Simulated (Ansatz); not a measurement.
## Self-consistent states of CuO (C2/c)

All numbers are calculated (PBE+U, U_eff = 5.0 eV (Dudarev form) on Cu d, fully localised double counting, scalar-relativistic datasets, 420 eV, PAW set soft_2, 7×7×4 mesh, Gaussian smearing of 0.05 eV) with the plane-wave PAW code Ansatz.

```
Cu O
1.0
     2.34185   -1.71130    0.00000
     2.34185    1.71130    0.00000
    -0.85003    0.00000    5.05787
Cu O
2 2
Direct
  0.00000 0.50000 0.00000
  0.50000 0.00000 0.50000
  0.58160 0.41840 0.25000
  0.41840 0.58160 0.75000
```

The structure is that of a cell as deposited in COD, unrelaxed.

Cell and atoms stay fixed, and the cell was started in 11 ways, without spin–orbit coupling. The starts were built for 9 d electrons on Cu, a formal count that the converged states needn't keep. Starting moments of the plain starts: Cu1 1.00; Cu2 1.00 μB (atoms counted from 1).

Energies count from the lowest free state found; constrained states (a lock kept on the moments, or spin off) can lie above or below free ones. A natural orbital (eigenvector of a shell's occupation matrix) is counted as filled above 0.75 (0.9 in a metal) and as partly filled from 0.35 up to that; ↑ and ↓ are the spin channels.

| state | reached from | ΔE (meV/atom) | gap (eV) | P (GPa) | cell spin moment (μB) | site spin moments (μB) | shell filling | Hubbard energy (eV/cell) | flags |
| --- | --- | --- | --- | --- | --- | --- | --- | --- | --- |
| 1 | random orbitals: random mixtures, high spin (draw 2) | 0.0 | 0.49 | 8.0 | 0.00 | Cu -0.56, 0.56 | Cu 4↑(+1 partly) 5↓, 9.38 e; Cu 5↑ 4↓(+1 partly), 9.38 e | 1.60 | starting pattern of moments not kept |
| 2 | random orbitals: pairs of harmonics, high spin (draw 3); from atoms, default search; random orbitals: single harmonics, high spin (draw 4); 5 more | 35.4 | metal | 8.7 | 1.97 | Cu 0.63; O 0.32 | Cu 5↑ 4↓(+1 partly), 9.36 e | 1.54 | mesh too coarse for this metal |
| 3 | random orbitals: pairs of harmonics, high spin (draw 8) | 70.3 | metal | 8.5 | 0.93 | Cu 0.48, 0.12; O 0.15 | Cu 5↑ 4↓(+1 partly), 9.42 e; Cu 4↑(+1 partly) 4↓(+1 partly), 9.51 e | 1.86 | possible saddle point, starting moment on Cu lost |
| 4 | typed shells with each spin channel wholly full or empty (5+5 electrons), held for 12 iterations | 84.1 | metal | 8.2 | 0.00 | under 0.05 | Cu 4↑(+1 partly) 4↓(+1 partly), 9.51 e | 1.99 | possible saddle point |

The lowest free state (state 1) has a gap of 0.49 eV. Its natural occupations are Cu1 spin up: 0.45 0.98 1.00 1.00 1.00; Cu1 spin down: 0.98 0.98 1.00 1.00 1.00; Cu2 spin up: 0.98 0.98 1.00 1.00 1.00; Cu2 spin down: 0.45 0.98 1.00 1.00 1.00. Since all bands are wholly filled or empty, the fractional occupations (0.45) come from mixing of the shell with the neighbours' orbitals (covalency), not from partly filled bands.

State 2 lies 35.4 meV/atom higher, or 0.14 eV per cell. It has no gap on the mesh (a metal); natural occupations Cu1 spin up: 0.98 0.99 1.00 1.00 1.00; Cu1 spin down: 0.42 0.98 0.99 1.00 1.00; Cu2 spin up: 0.98 0.99 1.00 1.00 1.00; Cu2 spin down: 0.42 0.98 0.99 1.00 1.00. They differ in magnetic order (signs of the magnetic ions' moments, up to an overall flip, +− in state 1, ++ in state 2). With J = 0 the Hubbard energy is (U/2) Σ λ(1 − λ), a penalty on fractional natural occupations. The sums Σ λ(1 − λ) over the cell's shells are 0.64 for state 1 and 0.62 for state 2, which at U/2 = 2.50 eV give 1.60 and 1.54 eV per cell. Of the difference of 0.14 eV per cell, the Hubbard term gives -0.06 eV and all other terms 0.20 eV, so the other terms decide the order against the Hubbard term. The other terms are taken on each state's own density, so they aren't the result of a run without U.

State 3 lies 70.3 meV/atom higher, or 0.28 eV per cell. It has no gap on the mesh (a metal); natural occupations Cu1 spin up: 0.96 0.98 1.00 1.00 1.00; Cu1 spin down: 0.52 0.98 0.99 1.00 1.00; Cu2 spin up: 0.84 0.98 1.00 1.00 1.00; Cu2 spin down: 0.74 0.98 0.99 1.00 1.00. Its Hubbard energy is 1.86 eV per cell, against 1.60 eV in state 1. Of the difference of 0.28 eV per cell, the Hubbard term gives 0.26 eV and all other terms 0.02 eV, so most of it is the Hubbard term.

Opposed moments on the two ions of this cell turn none of the 4 nearest magnetic neighbours at 2.90 Å against each other, so an order that turns all of them can't form here.

In the lowest free state the fixed cell carries a pressure of 8.0 GPa (the cell is smaller than this level of theory would relax to); relaxing would change energies and could change the order of close states.

The lowest state found needn't be the ground state of this level of theory. For metallic states the mesh is coarse, so energy differences carry some meV/atom. U wasn't fitted or computed for this material, so the results show what this U gives and needn't match the real solid. Where a metal has almost no states within the smearing of the Fermi level on this mesh, its moment and stress follow whole counts of k-points and would move on a finer mesh. Gaps are Kohn–Sham gaps over the k-mesh alone and may be smaller between its points.
